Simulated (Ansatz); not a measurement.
# CdS (Greenockite): G0W0 under other settings

A base run on CdS (Greenockite), then changed inputs.

Method: G0W0 on PBE, plane waves, norm-conserving pseudopotentials, in Ansatz 0.2.0.

## Step 1: The structure

Symmetry: P6_3mc, No. 186, hexagonal system. Conventional cell: a = 4.137 Å, b = 4.137 Å, c = 6.714 Å, α = 90.00°, β = 90.00°, γ = 120.00°. Nearest to Cd lie 4 S at 2.52 to 2.53 Å. S has 4 Cd at 2.52 to 2.53 Å nearest. Farther neighbours and most contacts between anions are not listed.

The cell and positions come from the Crystallography Open Database and are kept as given unless a step says otherwise.

## Step 2: The base run: 6×6×2 mesh, 225 empty bands, screening to 100 eV, norm-conserving files

Now the one-shot GW correction: screening in the RPA, then the self-energy of the levels asked for. This step takes norm-conserving files.

input.yaml reads:

```yaml
crystal:
  lattice:
    - [4.137, 0.0, 0.0]
    - [-2.0685, 3.5827470955, 0.0]
    - [0.0, 0.0, 6.7144]
  atoms:
    - { symbol: Cd, position: [0.6666666667, 0.3333333333, 0.0] }
    - { symbol: Cd, position: [0.3333333333, 0.6666666667, 0.5] }
    - { symbol: S, position: [0.6666666667, 0.3333333333, 0.375] }
    - { symbol: S, position: [0.3333333333, 0.6666666667, 0.875] }
kpoints:
  mp_grid: { grid: [6, 6, 2] }
hamiltonian:
  xc: pbe
  pseudopotentials: { kind: nc }
scf:
  occupations: { method: fixed }
gw:
  n_empty_bands: 225
  ecut_chi: 100
  qp_bands: [v2, c2]
  qp_kpoints: band_edges
  screening: { model: contour_deformation }
```

Started as:

```sh
ansatz run input.yaml --threads 3 --pin off --max-ram 92160MiB --backend cuda --events-out ev --progress --plain --runs-dir out --devices 1 --max-vram 13GiB
```

Numbers of over 12 decimals in the logs are rounded to 6 here.

The log of the run:

```text
GPUs: using 1 of 1 available (devices: 1).
Engine: ansatz 0.2.0, x86_64-unknown-linux-gnu
Pseudopotentials: kind: nc
Pseudopotential: Cd, nc, valence charge 20, recommended cutoff 1071 eV (normal), Cd.nc.azcp
Pseudopotential: S, nc, valence charge 6, recommended cutoff 770 eV (normal), S.nc.azcp (PseudoDojo's, or run here from an input of PseudoDojo's: the run reads no file of this project's for it)
Functional definition: PBE
  parameter kappa = 0.804
  parameter beta = 0.066725
  exchange = pbe_x(kappa = kappa, mu = beta*pi^2/3)
  correlation = pbe_c(beta = beta)
device memory: the entry about to start is reckoned to put 2.3 GiB on a device that reports 63.4 GiB free (of which the cap on the GPU budget leaves the run 13.0 GiB)
GPU FFT provider: cuFFT
GPU libraries: cuBLAS 13.8.2, cuFFT 12.4.0, cuSOLVER 12.3.4
Crystal: 4 atoms, lattice volume = 99.520 Å³
Basis set: ecut = 1071 eV, 7895 PW (Γ)
Bands: 32, of which v1, the nominal top of the filled ones, is band 26 counted from 1 (25 counted from 0)
Symmetry: 12 space group operations
Space group: P63mc (ITA 186), of the structure as read, at distance tolerance 4.6e-5 Å
k-points: 14 of 72
Non-local potential: Cd, projectors of the file, l = 0: 2, l = 1: 2, l = 2: 2, l = 3: 1
Non-local potential: S, projectors of the file, l = 0: 2, l = 1: 2, l = 2: 2
Initial density: superposition of atomic densities (chi_scale 0.1, normalization cell, long waves kept (reshape's long-wave potential 0.00 eV rms))
Initial wavefunctions: pseudopotential atomic-orbital guess
GPU buffer pool allocated for 145800 grid points (all kernels)
GPU transforms: local potential and band sums: pruned to the plane-wave sphere, on 45×45×72
Functional: x = pbe(κ = 0.804, μ = 0.219515), c = pbe(β = 0.066725)
SCF iter   1: F=—  HF=-10136.026263 eV  |F-HF|=—  |Δ(HF+E_count)|=         —  Δρ=3.38e-2  dr2=8.22e-1  ethr=3.10e-3  ⟨swp⟩=6.6  Hψ=1797  notcnv=0  defer=54
preconditioner: auto → Resta (q_TF=auto, 2.449 Å⁻¹)  ε∞=4.5  [insulator: Δε(μ)=1.424 eV  Ē_g=11.919 eV  n_scr=22 (ndim 8)  ℏωp=22.3 eV  f_vac=0.071  ε∞_Penn≈4.5]
SCF iter   2: F=—  HF=-10135.847535 eV  |F-HF|=—  |Δ(HF+E_count)|=   1.79e-1  Δρ=1.44e-2  dr2=1.72e-1  ethr=1.58e-3  ⟨swp⟩=3.0  Hψ=817  notcnv=0  defer=55
SCF iter   3: F=—  HF=-10135.829062 eV  |F-HF|=—  |Δ(HF+E_count)|=   1.85e-2  Δρ=4.15e-3  dr2=1.74e-2  ethr=3.31e-4  ⟨swp⟩=2.4  Hψ=524  notcnv=0  defer=55
SCF iter   4: F=—  HF=-10135.832961 eV  |F-HF|=—  |Δ(HF+E_count)|=   3.90e-3  Δρ=1.17e-3  dr2=1.29e-3  ethr=3.35e-5  ⟨swp⟩=2.9  Hψ=783  notcnv=0  defer=56
SCF iter   5: F=—  HF=-10135.834265 eV  |F-HF|=—  |Δ(HF+E_count)|=   1.30e-3  Δρ=3.56e-4  dr2=1.59e-4  ethr=2.48e-6  ⟨swp⟩=2.3  Hψ=788  notcnv=0  defer=55
[...]
E_band       = -1011.011024
  E_kinetic    = 3470.841777
  E_local      = -10670.873498  (includes V_loc(G=0)·N_el)
  E_nonlocal   = 410.275685
  E_hartree    = 3546.186177
  E_xc         = -1492.569018
  E_vxc        = -1313.636357  (∫ρ·V_xc dr)
  E_ewald      = -5399.695785
  E_smearing   = -0.000000  (= −TS)
  E_closure    = 0.000000  (closes the sum)
  Σ components = -10135.834661   (vs F -10135.834661, Δ=0.00e0)
--- Band table (eV; the first three rows and the last of 14) ---
  k-point 0: bands = [... 22 lower, 6.1740, 6.9003, 6.9422, 6.9422, 8.1614, 9.7476, 13.4095, 13.4095, ... 2 higher]
  k-point 1: bands = [... 22 lower, 6.5444, 6.5444, 6.5444, 6.5444, 9.8060, 9.8060, 13.1308, 13.1308, ... 2 higher]
  k-point 2: bands = [... 22 lower, 5.7504, 5.8599, 6.6965, 6.7583, 9.2997, 10.6036, 12.6970, 13.7591, ... 2 higher]
  k-point 13: bands = [... 22 lower, 4.5310, 4.5310, 5.8239, 5.8239, 11.3554, 11.3554, 13.0370, 13.0370, ... 2 higher]
--- G₀W₀: contour deformation, 7 samples at zero and on the imaginary axis and 1 off it, 72 q-points, 225 empty bands' worth ---
  eigenvalues of the whole cell's RPA ε∞ on this k-mesh (on a slab, of 1 + 4πα/V) = 6.9852, 6.9852, 7.1385; static W/v taken at q = 0 is 0.141424
  bands read: the sum over 251 bands ends inside a degenerate multiplet in 7 slots, whose members it reads at an even weight; the widest, k=1: bands 251 to 254 (counted from 1) at 1/4 each
  gw.qp_kpoints: band_edges: 9 of 14 stored k-points solved, in 1 pass; an edge of the gap read off the rows below is read off those points alone
    valence top: of the k-points left out ik 8 came nearest to being solved in a further pass, in band 26 (counted from 1, as in the quasiparticle table): it holds the edge there only if its correction is more favourable than any solved in that band by at least 0.618 eV; those differ by 0.136 eV
    conduction bottom: of the k-points left out ik 8 came nearest to being solved in a further pass, in band 27 (counted from 1, as in the quasiparticle table): it holds the edge there only if its correction is more favourable than any solved in that band by at least 2.200 eV; those differ by 0.239 eV
    ik  band        ε_KS         Σx   Σc(E_QP)       V_xc       Z   E_QP_lin       E_QP  E_QP is
     0    25      6.9422   -20.8109     2.2245   -18.0609  0.7458     6.4065     6.4166  root
     0    26      6.9422   -20.8109     2.2245   -18.0609  0.7458     6.4065     6.4166  root
     0    27      8.1614    -8.7291    -3.5293   -12.4740  0.7863     8.3783     8.3771  root
     0    28      9.7476    -8.1945    -3.8993   -12.4469  0.7833    10.1046    10.1008  root
     1    25      6.5444   -20.2805     2.3548   -17.3482  0.7432     5.9538     5.9669  root
     1    26      6.5444   -20.2805     2.3548   -17.3482  0.7432     5.9538     5.9669  root
     1    27      9.8060    -8.7207    -3.8187   -12.8768  0.7774    10.1469    10.1434  root
     1    28      9.8060    -8.7207    -3.8187   -12.8768  0.7774    10.1469    10.1434  root
[...]
13    25      5.8239   -19.2448     2.5734   -16.0253  0.7352     5.1592     5.1779  root
    13    26      5.8239   -19.2448     2.5734   -16.0253  0.7352     5.1592     5.1779  root
    13    27     11.3554    -8.3253    -4.2494   -13.0294  0.7705    11.8180    11.8101  root
    13    28     11.3554    -8.3253    -4.2494   -13.0294  0.7705    11.8180    11.8101  root
[key lines of the parts left out:]
SCF converged after 8 iterations
Free energy (F): -10135.834661 eV
Fermi energy:    6.942154 eV
```

The job ended after 24 s (1 × NVIDIA H100 80GB HBM3 (shared by 6 runs) with 3 threads of AMD EPYC 7R13 (Zen 3), shared host; peak memory 1.7 GiB; 27 s of CPU time).

Reading the cycles: dr2 is the Hartree energy of the density residual (eV), the measure of convergence; HF is the Harris–Foulkes estimate of the energy, which meets the free energy F at convergence.

Numbers from this step:

- bands summed: 251
- RPA ε∞ on this mesh (eigenvalues): 6.985, 6.985, 7.138
- plane waves in the screening matrix: 233
- q-points in the mesh: 72
- G0W0 gap on the mesh: 1.960 eV
- k of the valence top: 0, 0, 0
- k of the conduction bottom: 0, 0, 0
- starting gap on the mesh: 1.219 eV
- Z at the valence top: 0.7458
- Z at the conduction bottom: 0.7863
- least direct G0W0 gap on the computed points: 1.960 eV

The gap on the mesh goes from 1.22 eV to 1.96 eV, a correction of +0.74 eV. Between the two edge states, bare exchange in place of the xc potential would open the gap by 6.49 eV, and correlation takes back 5.75 eV.

## Step 3: Variant: static remainder

Changes to input.yaml since step 2:

```diff
@@ -18,3 +18,3 @@
 gw:
-  n_empty_bands: 225
+  n_empty_bands: 105
   ecut_chi: 100
@@ -23 +23,2 @@
   screening: { model: contour_deformation }
+  static_remainder: true
```

The log of the run:

```text
Warning: gw takes pair_densities: pseudo, which can misplace gaps by tens of per cent, since gw.static_remainder lacks the terms of the atoms
GPUs: using 1 of 1 available (devices: 1).
[...]
GPU FFT provider: cuFFT
GPU libraries: cuBLAS 13.8.2, cuFFT 12.4.0, cuSOLVER 12.3.4
Crystal: 4 atoms, lattice volume = 99.520 Å³
Basis set: ecut = 1071 eV, 7895 PW (Γ)
Bands: 32, of which v1, the nominal top of the filled ones, is band 26 counted from 1 (25 counted from 0)
Symmetry: 12 space group operations
[...]
k-points: 14 of 72
[...]
GPU buffer pool allocated for 145800 grid points (all kernels)
[...]
SCF iter   1: F=—  HF=-10136.026263 eV  |F-HF|=—  |Δ(HF+E_count)|=         —  Δρ=3.38e-2  dr2=8.22e-1  ethr=3.10e-3  ⟨swp⟩=6.6  Hψ=1797  notcnv=0  defer=54
[...]
SCF iter   8: F=-10135.834661 eV  HF=-10135.834661 eV  |F-HF|=4.87e-8  |Δ(HF+E_count)|=   5.89e-7  Δρ=5.04e-6  dr2=3.11e-8  ethr=1.92e-10  ⟨swp⟩=14.3  Hψ=2735  notcnv=0
SCF 1 converged in 8 iterations: F = -10135.834661 eV  dr2 = 3.11e-8
[...]
NSCF: frozen V_eff on 14 k-points, pencils in batches of 32, up to order 128
[...]
NSCF: frozen V_eff on 14 k-points
G₀W₀ screening: q 1/14
[... further progress lines ...]
SCF converged after 8 iterations
Free energy (F): -10135.834661 eV
[...]
Internal energy: -10135.834661 eV  (E = F + TS)
E sigma→0 (E₀):  -10135.834661 eV
Fermi energy:    6.942154 eV
[...]
--- Band table (eV; the first three rows and the last of 14) ---
  k-point 0: bands = [... 22 lower, 6.1740, 6.9003, 6.9422, 6.9422, 8.1614, 9.7476, 13.4095, 13.4095, ... 2 higher]
  k-point 1: bands = [... 22 lower, 6.5444, 6.5444, 6.5444, 6.5444, 9.8060, 9.8060, 13.1308, 13.1308, ... 2 higher]
  k-point 2: bands = [... 22 lower, 5.7504, 5.8599, 6.6965, 6.7583, 9.2997, 10.6036, 12.6970, 13.7591, ... 2 higher]
  k-point 13: bands = [... 22 lower, 4.5310, 4.5310, 5.8239, 5.8239, 11.3554, 11.3554, 13.0370, 13.0370, ... 2 higher]
[...]
static-remainder magnitude (band-truncation diagnostic): 0.7728 eV
[...]
0    25      6.9422   -18.2430     2.1070   -15.3070  0.7454     6.0790     6.1131  root
     0    26      6.9422   -18.2430     2.1070   -15.3070  0.7454     6.0790     6.1131  root
     0    27      8.1614    -6.9735    -3.5809   -10.6577  0.7861     8.2648     8.2645  root
     0    28      9.7476    -6.8632    -3.9293   -11.0234  0.7836     9.9800     9.9785  root
     1    25      6.5444   -17.9105     2.2584   -14.8021  0.7427     5.6565     5.6944  root
     1    26      6.5444   -17.9105     2.2584   -14.8021  0.7427     5.6565     5.6944  root
     1    27      9.8060    -7.0956    -3.8753   -11.1498  0.7774     9.9857     9.9848  root
     1    28      9.8060    -7.0956    -3.8753   -11.1498  0.7774     9.9857     9.9848  root
[...]
13    25      5.8239   -17.2212     2.5137   -13.8378  0.7347     4.9107     4.9541  root
    13    26      5.8239   -17.2212     2.5137   -13.8378  0.7347     4.9107     4.9541  root
    13    27     11.3554    -6.9478    -4.2958   -11.5434  0.7709    11.6583    11.6552  root
    13    28     11.3554    -6.9478    -4.2958   -11.5434  0.7709    11.6583    11.6552  root
```

It took 15 s on 1 × NVIDIA H100 80GB HBM3 (shared by 6 runs) with 3 threads; peak memory 1.4 GiB.

Against the base:

```
         setting  base  variant
     empty bands   225      105
static remainder     -     true
```

```
                                    quantity  variant   base
                    starting gap on the mesh    1.219  1.219
                        G0W0 gap on the mesh    2.151  1.960
least direct G0W0 gap on the computed points    2.151  1.960
                        Z at the valence top    0.745  0.746
                  Z at the conduction bottom    0.786  0.786
```

## Step 4: Summary of results

- base: 1.96 eV, 24 s
- static remainder: 2.15 eV, 15 s

What this shows: Static remainder: the gap moves by +0.19 eV; such settings are too crude to quote. The variant differs from the base in empty bands and static remainder together, so the change can't be laid to one of them. This option needs pseudo pair densities, which the log warns can misplace gaps. All runs here use a coarse mesh and modest cutoffs; they test settings and are not final values. The 6×6×2 mesh is coarse for this cell (its supercell is 13 Å along the shortest edge). The RPA ε∞ on it, from the PBE start, is 6.99 and 7.14; such meshes misread the long-range screening, most where the gap is narrow. The many-body steps are scalar-relativistic: spin-orbit coupling is not in them.

[Paths, hosts, dates, memory and timing lines, banners, echoed tables and standing remarks are left out of the program output.]

[Logs are printed without paths, hosts, clocks, repeated set-up lines and the standing remarks that a program may print on its own settings, such as how far it seeks lower states.]

[Runs of the session that timed out or met a known fault of the program may be left out.]

[Cells called generated may have been cut or substituted from an entry of the Crystallography Open Database or the Materials Project.]

[Hosts, paths, dates, database ids (printed as entryN), source tags and the programs' standing remarks are cut or masked in the printed files.]
